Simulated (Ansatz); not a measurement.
# TiCo (Pm-3m) in Ansatz: further runs

Aim: see how the results for TiCo move with the level of theory and the settings. Levels: PBEsol, PBE, RPBE. Tasks: band structure.

All numbers are computed with Ansatz 0.2.0; they aren't measurements. Logs are shortened: lines on timing, memory, paths and dates and some standing lists are left out, and cuts for length are marked.

## 1. The structure

It takes space group Pm-3m (No. 221, cubic). The conventional cell has a = 2.986 Å, b = 2.986 Å, c = 2.986 Å, α = 90.00°, β = 90.00°, γ = 90.00°. Around Co (site symmetry m-3m) lie 8 Ti at 2.59 Å. Around Ti (site symmetry m-3m) lie 8 Co at 2.59 Å.

The cell comes from a database or a generator and needn't be the stable form of this composition.

## 2. Band structure, PBEsol, collinear spin, ferromagnetic start

Contents of input.yaml:

```yaml
crystal:
  lattice:
    - [2.98611099, 0.0, 0.0]
    - [0.0, 2.98611099, 0.0]
    - [0.0, 0.0, 2.98611099]
  atoms:
    - { symbol: Co, position: [0.5, 0.5, 0.5], spin: 2.0 }
    - { symbol: Ti, position: [0.0, 0.0, 0.0], spin: 1.0 }
kpoints:
  mp_grid: { grid: [9, 9, 9] }
  band_path:
    path:
      - [0.0, 0.0, 0.0]
      - [0.0, 0.5, 0.0]
      - [0.5, 0.5, 0.0]
      - [0.0, 0.0, 0.0]
      - [0.5, 0.5, 0.5]
      - [0.0, 0.5, 0.0]
    npoints: 8
scf:
  occupations: { method: fermi_dirac, width: 0.05 }
hamiltonian:
  xc: pbesol
  pseudopotentials: { kind: all_electron, lapw: { basis_error: 0.001 } }
magnetization:
  spin_polarized: true
output:
  forces: true
  stress: true
  eigenvalues: true
```

Potentials or basis: all-electron LAPW, scalar-relativistic.

Run with:

```sh
ansatz run input.yaml --threads 2 --pin off --max-ram 6144MiB --backend cpu --events-out ev --progress --plain --runs-dir out
```

What it wrote:

```text
Warning: RAYON_NUM_THREADS=2 ignored (pool sized by the plan → 2); use --threads N
LAPW: plane waves up to 8.557 Å⁻¹, error target 1.0e-3 eV per atom; small_component_spin mean_spin; Ti in spheres of 1.287 Å, 12 of its electrons in bands, Dirac shells []; Co in spheres of 1.299 Å, 17 of its electrons in bands, Dirac shells [] (how accurate: hamiltonian.pseudopotentials.lapw.basis_error, Limitations)
Engine: ansatz 0.2.0, aarch64-unknown-linux-gnu
Pseudopotentials: kind: all_electron
Pseudopotential: Co, LAPW, valence charge 17, lapw/all_electron/scalar/gaussian/Co, Koelling and Harmon's equation, gaussian nucleus
Pseudopotential: Ti, LAPW, valence charge 12, lapw/all_electron/scalar/gaussian/Ti, Koelling and Harmon's equation, gaussian nucleus
Functional definition: PBEsol
  exchange = pbesol_x
  correlation = pbesol_c
Crystal: 2 atoms, lattice volume = 26.627 Å³
Basis set: ecut = 278.98988447865116 eV, 257 PW (Γ), exchange–correlation at level 2
Bands: 20, of which v1, the nominal top of the filled ones, is band 15 counted from 1 (14 counted from 0)
Symmetry: 48 space group operations
Space group: Pm-3m (ITA 221), of the structure as read, at distance tolerance 3.0e-5 Å
Magnetic group: BNS 221.92 (UNI 1594), of the structure as read, at distance tolerance 3.0e-5 Å
k-points: 35 of 729
Non-local potential: Co, projectors of the file, none
Non-local potential: Ti, projectors of the file, none
Initial density: superposition of atomic densities (chi_scale 0.1, normalization cell)
Starting moments: Σ|m| = 3 μB on 2 of 2 sites
Initial wavefunctions: plane waves of lowest kinetic energy (no species holds an atomic orbital)
Functional: x = pbesol(κ = 0.804, μ = 0.12345679012345678), c = pbesol(β = 0.046)
iter 1 solved again at ethr=2.73e-3 eV; its pass at ethr=1.00e-1 eV (dr2=7.92e-1 eV) is discarded
SCF iter   1: F=—  HF=-61092.991669 eV  |F-HF|=—  |Δ(HF+E_count)|=         —  Δρ=5.12e-2 (↑4.99e-2 ↓5.12e-2)  dr2=7.92e-1  dr2_m=5.12e-1  M=0.841 μB ∫|m|=0.869 μB  β_m=0.30  ethr=2.73e-3  ⟨swp⟩=2.0  Hψ=9540  notcnv=0
Mixer restart at iter 1: flushing history
preconditioner: auto → none  [metal: Δε(μ)=0.015 eV  Ē_g=4.979 eV  σ=0.050 eV  W_gap=0.08  n_scr=6 (ndim 8)  ℏωp=25.9 eV  f_vac=0.000  D(μ)=2.23/eV (n_scr^D=26)  sad-step TF]
SCF iter   2: F=—  HF=-61092.815851 eV  |F-HF|=—  |Δ(HF+E_count)|=   1.76e-1  Δρ=3.41e-2 (↑3.41e-2 ↓3.31e-2)  dr2=1.86e-1  dr2_m=2.48e-1  M=0.834 μB ∫|m|=0.891 μB  β_m=0.55  ethr=2.73e-3  ⟨swp⟩=2.1  Hψ=4344  notcnv=0
SCF iter   3: F=—  HF=-61093.018386 eV  |F-HF|=—  |Δ(HF+E_count)|=   2.03e-1  Δρ=2.90e-2 (↑1.95e-2 ↓2.90e-2)  dr2=8.22e-1  dr2_m=4.25e-2  M=0.513 μB ∫|m|=0.648 μB  β_m=0.45  ethr=6.43e-4  ⟨swp⟩=2.9  Hψ=4502  notcnv=0
iter 4 solved again at ethr=2.29e-5 eV; its pass at ethr=6.43e-4 eV (dr2=6.63e-3 eV) is discarded
SCF iter   4: F=—  HF=-61092.806405 eV  |F-HF|=—  |Δ(HF+E_count)|=   2.12e-1  Δρ=4.64e-3 (↑2.53e-3 ↓4.64e-3)  dr2=6.65e-3  dr2_m=9.00e-4  M=0.716 μB ∫|m|=0.867 μB  β_m=0.40  ethr=2.29e-5  ⟨swp⟩=2.0  Hψ=7318  notcnv=0
SCF iter   5: F=—  HF=-61092.805397 eV  |F-HF|=—  |Δ(HF+E_count)|=         —  Δρ=2.30e-3 (↑1.43e-3 ↓2.30e-3)  dr2=7.27e-4  dr2_m=5.63e-4  M=0.696 μB ∫|m|=0.853 μB  β_m=0.61  ethr=2.29e-5  ⟨swp⟩=2.8  Hψ=4119  notcnv=0
the basis was enlarged: its passes take 1.6 MiB over the memory plan, 2 of 2 planned eigensolver slots
SCF iter   6: F=—  HF=-61092.808997 eV  |F-HF|=—  |Δ(HF+E_count)|=   3.60e-3  Δρ=1.17e-3 (↑2.47e-4 ↓1.17e-3)  dr2=3.52e-4  dr2_m=1.11e-4  M=0.714 μB ∫|m|=0.877 μB  β_m=0.80  ethr=2.51e-6  ⟨swp⟩=3.0  Hψ=4323  notcnv=0
SCF iter   7: F=—  HF=-61092.809546 eV  |F-HF|=—  |Δ(HF+E_count)|=   5.49e-4  Δρ=3.35e-4 (↑2.33e-4 ↓3.35e-4)  dr2=4.54e-6  dr2_m=1.96e-5  M=0.721 μB ∫|m|=0.893 μB  β_m=0.90  ethr=1.21e-6  ⟨swp⟩=2.5  Hψ=4092  notcnv=0
SCF iter   8: F=—  HF=-61092.809606 eV  |F-HF|=—  |Δ(HF+E_count)|=   6.00e-5  Δρ=1.33e-4 (↑1.33e-4 ↓1.07e-4)  dr2=2.46e-5  dr2_m=1.55e-7  M=0.731 μB ∫|m|=0.910 μB  β_m=0.95  ethr=1.56e-8  ⟨swp⟩=3.0  Hψ=4506  notcnv=0
SCF iter   9: F=—  HF=-61092.809610 eV  |F-HF|=—  |Δ(HF+E_count)|=   4.07e-6  Δρ=2.79e-5 (↑9.70e-6 ↓2.79e-5)  dr2=5.79e-7  dr2_m=2.92e-8  M=0.735 μB ∫|m|=0.915 μB  β_m=0.98  ethr=1.56e-8  ⟨swp⟩=2.9  Hψ=4164  notcnv=0
SCF iter  10: F=—  HF=-61092.809610 eV  |F-HF|=—  |Δ(HF+E_count)|=   3.84e-7  Δρ=6.50e-6 (↑5.12e-6 ↓6.50e-6)  dr2=3.35e-9  dr2_m=7.79e-9  M=0.735 μB ∫|m|=0.915 μB  β_m=0.93  ethr=2.00e-9  ⟨swp⟩=2.2  Hψ=4013  notcnv=0
SCF iter  11: F=—  HF=-61092.809610 eV  |F-HF|=—  |Δ(HF+E_count)|=   5.03e-9  Δρ=1.66e-6 (↑1.44e-6 ↓1.66e-6)  dr2=4.28e-11  dr2_m=5.70e-10  M=0.735 μB ∫|m|=0.915 μB  β_m=0.89  ethr=1.16e-11  ⟨swp⟩=3.0  Hψ=4390  notcnv=0
SCF iter  12: F=-61092.809610 eV  HF=-61092.809610 eV  |F-HF|=8.00e-11  |Δ(HF+E_count)|=  4.87e-10  Δρ=3.72e-7 (↑2.89e-7 ↓3.72e-7)  dr2=1.21e-11  dr2_m=2.29e-11  M=0.735 μB ∫|m|=0.915 μB  ethr=1.10e-12 (applied; sched 1.00e-12)  ⟨swp⟩=2.5  Hψ=4095  notcnv=0
SCF 1 converged in 12 iterations: F = -61092.809610 eV  dr2 = 1.21e-11
NSCF: frozen V_eff on 41 k-points
SCF converged after 12 iterations
Magnetization: 0.7346 μB (14.8673 up, 14.1327 down)
Absolute magnetization: 0.9148 μB (∫|ρ↑−ρ↓|)
Spin contamination: 0.0544 ħ² per cell (⟨S²⟩ above its minimum at these occupations)
Per-site moments (μB) at R_I (Å): [(0.8180397508745383, 1.2985995057262567), (-0.036346912000658094, 1.2874484315985253)]
Free energy (F): -61092.809610 eV
Harris-Foulkes:  -61092.809610 eV  (|F-HF|=8.00e-11)
Internal energy: -61092.791359 eV  (E = F + TS)
E sigma→0 (E₀):  -61092.800485 eV
Entropy (-TS):   -0.018251 eV (-9.126 meV/atom)
Fermi energy:    16.950093 eV
--- Per-component energies (eV) ---
  E_band       = -393.488513
  E_kinetic    = 61869.037396
  E_xc         = -2712.180842
  E_electrostatic = -120249.647913  (all electrons and nuclei)
  E_smearing   = -0.018251  (= −TS)
  E_closure    = 0.000000  (closes the sum)
  E_atoms      = -61075.794362  (free atoms, spherical and without spin; not in F)
  Σ components = -61092.809610   (vs F -61092.809610, Δ=0.00e0)
  Basis errors (estimates in eV, not in F): energy 2.1e-4 per atom: plane waves 1.7e-4 (8.9e-5 summed), levels above the bands 1.2e-67, relativity 6.4e-9, radial functions 3.8e-5, core shells 7.3e-7; eigenvalues (radial functions only) 1.7e-6; not estimated: angular momenta, meshes, grids; target (lapw.basis_error) 1.0e-3; muffin-tin radii Ti 1.287 Å, Co 1.299 Å
--- Forces (eV/Å), atoms counted from 1 ---
  atom   1  Co    -0.00000000     0.00000000    -0.00000000
  atom   2  Ti    -0.00000000    -0.00000000     0.00000000
  max |Σ_I F_I| component: 3.19e-30 eV/Å
--- Stress (GPa, compression-positive) ---
       -8.090340       0.000000       0.000000
        0.000000      -8.090340       0.000000
        0.000000       0.000000      -8.090340
  P = ⅓ Tr σ = -8.0903 GPa (-80.903 kbar)
--- Band table (eV; the first three rows and the last of 70) ---
  k-point 0 ↑: bands = ["-78.3751", "-41.7835", "-41.7835", "-41.7835", "-39.9364", "-16.1466", "-16.1466", "-16.1466", "9.1917", "12.8017", "12.8017", "15.1251", "15.1251", "15.1251", "17.4593", "17.4593", "19.6427", "19.6427", "19.6427", "25.7666"]
  k-point 1 ↑: bands = ["-78.3749", "-41.7875", "-41.7833", "-41.7833", "-39.9313", "-16.1831", "-16.1441", "-16.1441", "9.4355", "12.9002", "12.9083", "15.1072", "15.1072", "15.1644", "17.3497", "17.4994", "19.3207", "19.3207", "19.5934", "24.6880"]
  k-point 2 ↑: bands = ["-78.3745", "-41.7975", "-41.7827", "-41.7827", "-39.9182", "-16.2748", "-16.1376", "-16.1376", "10.1342", "13.1656", "13.1771", "15.0671", "15.0671", "15.2680", "17.0424", "17.5203", "18.6433", "18.6433", "19.4646", "22.7657"]
  k-point 34 ↓: bands = ["-77.4183", "-40.8734", "-40.8733", "-40.8733", "-39.8615", "-16.3878", "-16.3878", "-16.3878", "14.4187", "14.5848", "14.5848", "14.8393", "14.8785", "14.8785", "16.9089", "16.9089", "19.9362", "19.9362", "23.8012", "24.3841"]
```

Run time: 16 s. Hardware: 2 threads of Arm Neoverse V1, shared host; peak memory 0.41 GiB.

Results:

| Property | Result |
| --- | --- |
| Free energy | -61092.8096 eV |
| Pressure | -8.1 GPa |
| Band gap along the path | none (metal or under the smearing width) |
| Net moment | 0.73 μB per cell |
| Absolute moment | 0.91 μB per cell |
| Site moments | Co +0.82; Ti -0.04 μB |

Levels at the corners of the path, in eV from the Fermi level:
Spin up:
```csv
point,band 11,band 12,band 13,band 14,band 15,band 16,band 17,band 18,band 19,band 20
Γ,-4.15,-1.82,-1.82,-1.82,0.51,0.51,2.69,2.69,2.69,8.82
X,-3.00,-1.93,-1.93,-1.46,-0.75,-0.53,0.64,0.64,2.24,3.88
M,-2.70,-2.70,-1.37,-0.70,0.55,0.55,1.11,2.48,2.48,3.12
Γ,-4.15,-1.82,-1.82,-1.82,0.51,0.51,2.69,2.69,2.69,8.82
R,-2.77,-2.14,-2.14,-2.14,-1.34,-1.34,3.19,3.19,6.81,8.26
X,-3.00,-1.93,-1.93,-1.46,-0.75,-0.53,0.64,0.64,2.24,3.88
```
Spin down:
```csv
point,band 10,band 11,band 12,band 13,band 14,band 15,band 16,band 17,band 18,band 19
Γ,-3.60,-3.60,-1.32,-1.32,-1.32,0.97,0.97,2.78,2.78,2.78
X,-3.85,-2.00,-1.40,-1.40,-0.88,-0.83,0.47,0.64,0.64,2.23
M,-3.72,-2.31,-2.31,-0.13,0.19,0.54,0.54,1.27,2.65,2.65
Γ,-3.60,-3.60,-1.32,-1.32,-1.32,0.97,0.97,2.78,2.78,2.78
R,-2.33,-2.33,-2.14,-2.14,-2.14,-0.10,-0.10,3.14,3.14,7.04
X,-3.85,-2.00,-1.40,-1.40,-0.88,-0.83,0.47,0.64,0.64,2.23
```

## 3. Band structure, PBE, collinear spin, ferromagnetic start

Changes to input.yaml since step 2:

```diff
@@ -18,3 +18,3 @@
       - [0.0, 0.5, 0.0]
-    npoints: 8
+    npoints: 6
 scf:
@@ -22,3 +22,3 @@
 hamiltonian:
-  xc: pbesol
+  xc: pbe
   pseudopotentials: { kind: all_electron, lapw: { basis_error: 0.001 } }
```

Potentials or basis: all-electron LAPW, scalar-relativistic.

Run with:

```sh
ansatz run input.yaml --threads 2 --pin off --max-ram 6144MiB --backend cpu --events-out ev --progress --plain --runs-dir out
```

Run time: 14 s. Hardware: 2 threads of Intel Xeon Platinum 8375C at 2.90GHz (Ice Lake), shared host; peak memory 0.47 GiB.

It converged, with:

| Item | Value |
| --- | --- |
| Free energy | -61151.7265 eV |
| Pressure | -0.5 GPa |
| Band gap along the path | none (metal or under the smearing width) |
| Net moment | 0.83 μB per cell |
| Absolute moment | 1.07 μB per cell |
| Site moments | Co +0.94; Ti -0.04 μB |

Levels at the corners of the path, in eV from the Fermi level:
Spin up:
```
point  band 12  band 13  band 14  band 15  band 16  band 17  band 18  band 19
    Γ    -1.88    -1.88    -1.88     0.47     0.47     2.67     2.67     2.67
    X    -2.00    -2.00    -1.53    -0.70    -0.65     0.65     0.65     2.23
    M    -2.74    -1.54    -0.81     0.58     0.58     1.11     2.45     2.45
    Γ    -1.88    -1.88    -1.88     0.47     0.47     2.67     2.67     2.67
    R    -2.12    -2.12    -2.12    -1.51    -1.51     3.20     3.20     6.82
    X    -2.00    -2.00    -1.53    -0.70    -0.65     0.65     0.65     2.23
```
Spin down:
```csv
point,band 12,band 13,band 14,band 15,band 16,band 17
Γ,-1.35,-1.35,-1.35,1.04,1.04,2.77
X,-1.43,-1.43,-0.92,-0.83,0.59,0.65
M,-2.33,0.01,0.30,0.53,0.53,1.25
Γ,-1.35,-1.35,-1.35,1.04,1.04,2.77
R,-2.13,-2.13,-2.13,0.04,0.04,3.13
X,-1.43,-1.43,-0.92,-0.83,0.59,0.65
```

## 4. Band structure, RPBE, collinear spin, ferromagnetic start

Changes to input.yaml since step 3:

```diff
@@ -18,3 +18,3 @@
       - [0.0, 0.5, 0.0]
-    npoints: 6
+    npoints: 12
 scf:
@@ -22,3 +22,3 @@
 hamiltonian:
-  xc: pbe
+  xc: rpbe
   pseudopotentials: { kind: all_electron, lapw: { basis_error: 0.001 } }
```

Potentials or basis: all-electron LAPW, scalar-relativistic.

Run with:

```sh
ansatz run input.yaml --threads 2 --pin off --max-ram 6144MiB --backend cpu --events-out ev --progress --plain --runs-dir out
```

What it wrote:

```text
Warning: RAYON_NUM_THREADS=2 ignored (pool sized by the plan → 2); use --threads N
LAPW: plane waves up to 8.573 Å⁻¹, error target 1.0e-3 eV per atom; small_component_spin mean_spin; Ti in spheres of 1.290 Å, 12 of its electrons in bands, Dirac shells []; Co in spheres of 1.296 Å, 17 of its electrons in bands, Dirac shells [] (how accurate: hamiltonian.pseudopotentials.lapw.basis_error, Limitations)
Engine: ansatz 0.2.0, x86_64-unknown-linux-gnu
Pseudopotentials: kind: all_electron
Pseudopotential: Co, LAPW, valence charge 17, lapw/all_electron/scalar/gaussian/Co, Koelling and Harmon's equation, gaussian nucleus
Pseudopotential: Ti, LAPW, valence charge 12, lapw/all_electron/scalar/gaussian/Ti, Koelling and Harmon's equation, gaussian nucleus
Functional definition: RPBE
  parameter kappa = 0.804
  parameter beta = 0.06672455060314922
  exchange = rpbe_x(kappa = kappa, mu = beta*pi^2/3)
  correlation = pbe_c(beta = beta)
Crystal: 2 atoms, lattice volume = 26.627 Å³
Basis set: ecut = 280.0515950415958 eV, 257 PW (Γ), exchange–correlation at level 2
Bands: 20, of which v1, the nominal top of the filled ones, is band 15 counted from 1 (14 counted from 0)
Symmetry: 48 space group operations
Space group: Pm-3m (ITA 221), of the structure as read, at distance tolerance 3.0e-5 Å
Magnetic group: BNS 221.92 (UNI 1594), of the structure as read, at distance tolerance 3.0e-5 Å
k-points: 35 of 729
Non-local potential: Co, projectors of the file, none
Non-local potential: Ti, projectors of the file, none
Initial density: superposition of atomic densities (chi_scale 0.1, normalization cell)
Starting moments: Σ|m| = 3 μB on 2 of 2 sites
Initial wavefunctions: plane waves of lowest kinetic energy (no species holds an atomic orbital)
Functional: x = rpbe, c = pbe(β = 0.06672455060314922)
iter 1 solved again at ethr=2.70e-3 eV; its pass at ethr=1.00e-1 eV (dr2=7.84e-1 eV) is discarded
SCF iter   1: F=—  HF=-61161.066017 eV  |F-HF|=—  |Δ(HF+E_count)|=         —  Δρ=5.00e-2 (↑4.92e-2 ↓5.00e-2)  dr2=7.87e-1  dr2_m=4.89e-1  M=0.882 μB ∫|m|=0.919 μB  β_m=0.30  ethr=2.70e-3  ⟨swp⟩=2.0  Hψ=9537  notcnv=0
Mixer restart at iter 1: flushing history
preconditioner: auto → none  [metal: Δε(μ)=0.021 eV  Ē_g=4.967 eV  σ=0.050 eV  W_gap=0.10  n_scr=6 (ndim 8)  ℏωp=25.9 eV  f_vac=0.000  D(μ)=2.28/eV (n_scr^D=26)  sad-step TF]
[... 11 lines left out ...]
SCF iter  11: F=—  HF=-61160.953860 eV  |F-HF|=—  |Δ(HF+E_count)|=   1.55e-8  Δρ=2.06e-6 (↑1.15e-6 ↓2.06e-6)  dr2=4.72e-10  dr2_m=6.11e-10  M=0.847 μB ∫|m|=1.138 μB  β_m=0.95  ethr=4.07e-11  ⟨swp⟩=2.8  Hψ=4066  notcnv=0
SCF iter  12: F=-61160.953860 eV  HF=-61160.953860 eV  |F-HF|=1.46e-9  |Δ(HF+E_count)|=  8.37e-10  Δρ=5.68e-7 (↑4.34e-7 ↓5.68e-7)  dr2=4.52e-10  dr2_m=2.18e-12  M=0.847 μB ∫|m|=1.138 μB  ethr=1.63e-12  ⟨swp⟩=3.0  Hψ=4285  notcnv=0
SCF 1 converged in 12 iterations: F = -61160.953860 eV  dr2 = 4.52e-10
NSCF: frozen V_eff on 61 k-points
SCF converged after 12 iterations
Magnetization: 0.8469 μB (14.9234 up, 14.0766 down)
Absolute magnetization: 1.1382 μB (∫|ρ↑−ρ↓|)
Spin contamination: 0.0909 ħ² per cell (⟨S²⟩ above its minimum at these occupations)
Per-site moments (μB) at R_I (Å): [(0.9841223841180913, 1.2962715269305636), (-0.06329451740055347, 1.2897764103942184)]
Free energy (F): -61160.953860 eV
Harris-Foulkes:  -61160.953860 eV  (|F-HF|=1.46e-9)
Internal energy: -61160.937899 eV  (E = F + TS)
E sigma→0 (E₀):  -61160.945879 eV
Entropy (-TS):   -0.015961 eV (-7.981 meV/atom)
Fermi energy:    17.218672 eV
--- Per-component energies (eV) ---
  E_band       = -390.727644
  E_kinetic    = 61951.690579
  E_xc         = -2782.504435
  E_electrostatic = -120330.124042  (all electrons and nuclei)
  E_smearing   = -0.015961  (= −TS)
  E_closure    = 0.000000  (closes the sum)
  E_atoms      = -61146.067048  (free atoms, spherical and without spin; not in F)
  Σ components = -61160.953860   (vs F -61160.953860, Δ=0.00e0)
  Basis errors (estimates in eV, not in F): energy 2.2e-4 per atom: plane waves 1.7e-4 (8.7e-5 summed), levels above the bands 7.3e-68, relativity 5.4e-9, radial functions 5.2e-5, core shells 6.8e-7; eigenvalues (radial functions only) 1.7e-6; not estimated: angular momenta, meshes, grids; target (lapw.basis_error) 1.0e-3; muffin-tin radii Ti 1.290 Å, Co 1.296 Å
--- Forces (eV/Å), atoms counted from 1 ---
  atom   1  Co    -0.00000000     0.00000000    -0.00000000
  atom   2  Ti    -0.00000000     0.00000000    -0.00000000
  max |Σ_I F_I| component: 1.38e-30 eV/Å
--- Stress (GPa, compression-positive) ---
        4.115839       0.000000       0.000000
        0.000000       4.115839       0.000000
        0.000000       0.000000       4.115839
  P = ⅓ Tr σ = 4.1158 GPa (41.158 kbar)
--- Band table (eV; the first three rows and the last of 70) ---
  k-point 0 ↑: bands = ["-78.7284", "-41.9167", "-41.9167", "-41.9167", "-40.0205", "-16.0618", "-16.0618", "-16.0618", "9.4977", "12.9769", "12.9769", "15.3082", "15.3082", "15.3082", "17.6910", "17.6910", "19.8984", "19.8984", "19.8984", "26.0925"]
  k-point 1 ↑: bands = ["-78.7282", "-41.9204", "-41.9164", "-41.9164", "-40.0156", "-16.0972", "-16.0593", "-16.0593", "9.7407", "13.0707", "13.0815", "15.2897", "15.2897", "15.3457", "17.5887", "17.7288", "19.5836", "19.5836", "19.8515", "25.0011"]
  k-point 2 ↑: bands = ["-78.7278", "-41.9300", "-41.9158", "-41.9158", "-40.0031", "-16.1862", "-16.0530", "-16.0530", "10.4372", "13.3322", "13.3374", "15.2479", "15.2479", "15.4442", "17.3033", "17.7375", "18.9192", "18.9192", "19.7290", "23.0696"]
  k-point 34 ↓: bands = ["-77.5470", "-40.7811", "-40.7809", "-40.7809", "-39.9637", "-16.3133", "-16.3132", "-16.3132", "14.6704", "14.8267", "14.8267", "15.0914", "15.1470", "15.1470", "17.3826", "17.3826", "20.2005", "20.2005", "24.0464", "24.7408"]
```

Run time: 18 s. Hardware: 2 threads of Intel Xeon Platinum 8375C at 2.90GHz (Ice Lake), shared host; peak memory 0.46 GiB.

Results:

| Quantity | Value |
| --- | --- |
| Free energy | -61160.9539 eV |
| Pressure | 4.1 GPa |
| Band gap along the path | none (metal or under the smearing width) |
| Net moment | 0.85 μB per cell |
| Absolute moment | 1.14 μB per cell |
| Site moments | Co +0.98; Ti -0.06 μB |

Levels at the corners of the path, in eV from the Fermi level:
Spin up:
| point | band 12 | band 13 | band 14 | band 15 | band 16 | band 17 | band 18 | band 19 |
| --- | --- | --- | --- | --- | --- | --- | --- | --- |
| Γ | -1.91 | -1.91 | -1.91 | 0.47 | 0.47 | 2.68 | 2.68 | 2.68 |
| X | -2.03 | -2.03 | -1.56 | -0.69 | -0.67 | 0.67 | 0.67 | 2.25 |
| M | -2.76 | -1.60 | -0.84 | 0.57 | 0.57 | 1.12 | 2.45 | 2.45 |
| Γ | -1.91 | -1.91 | -1.91 | 0.47 | 0.47 | 2.68 | 2.68 | 2.68 |
| R | -2.10 | -2.10 | -2.10 | -1.57 | -1.57 | 3.23 | 3.23 | 6.87 |
| X | -2.03 | -2.03 | -1.56 | -0.69 | -0.67 | 0.67 | 0.67 | 2.25 |
Spin down:
```tsv
point	band 12	band 13	band 14	band 15	band 16	band 17
Γ	-1.35	-1.35	-1.35	1.07	1.07	2.77
X	-1.43	-1.43	-0.91	-0.83	0.65	0.65
M	-2.32	0.08	0.35	0.49	0.49	1.25
Γ	-1.35	-1.35	-1.35	1.07	1.07	2.77
R	-2.14	-2.14	-2.14	0.11	0.11	3.13
X	-1.43	-1.43	-0.91	-0.83	0.65	0.65
```

## 5. Overview

```tsv
level	cutoff (eV)	pressure (GPa)	moment (μB)
PBEsol	279	-8.1	0.73
PBE	279	-0.5	0.83
RPBE	280	4.1	0.85
```

Alike in all rows: task band structure; potentials or basis all-electron LAPW, scalar-relativistic; spin collinear, ferromagnetic start; cell as given; k mesh 9 × 9 × 9; smearing fermi-dirac 0.05 eV; basis error allowed 0.001 eV/atom.

The pressure there spans -8.1 GPa (PBEsol) to 4.1 GPa (RPBE); a positive pressure means that this level wants a larger cell, a negative one a smaller.

Compare energies only between runs with the same functional and basis.
